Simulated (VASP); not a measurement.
SnSe:

```
Sn Se
1.0
     0.00000    3.08887    3.00211
     3.08887    0.00000    3.00211
     3.08887    3.08887    0.00000
Sn Se
1 1
Direct
  0.00000 0.00000 0.00000
  0.50000 0.50000 0.50000
```

The cell was built by a generator and needn't be a form met in nature.

The cell isn't the ideal one: biaxial_xy strain +2.9%.

Base run:

| Quantity | Value |
| --- | --- |
| Program | VASP 6.6.1 |
| Functional | PBE |
| Potentials or basis | VASP PAW PBE potentials, release 64 (Sn_d, Se) |
| Cutoff | 520 eV |
| k mesh | 8 × 8 × 8 |
| Occupations | fermi-dirac, width 0.02 eV |
| Spin | no spin polarisation |

Its results: band gap on the k mesh 0.40 eV, direct; pressure -1.3 GPa.

Question: The run is repeated on the same cell with these changes: functional from PBE to r2SCAN; further incar settings from ALGO = Normal; EDIFF = 1e-07; NBANDS = 17 to ALGO = Normal; EDIFF = 1e-06; NBANDS = 17. What comes out?

Answer: Band gap on the k mesh 0.26 eV, direct; pressure -2.4 GPa.

Caveats: spin-orbit coupling is left out, which moves the levels of the heavy elements; the PAW data sets were made with another functional, which shifts forces and pressure a little (some runs).

A k mesh can miss the band edges.
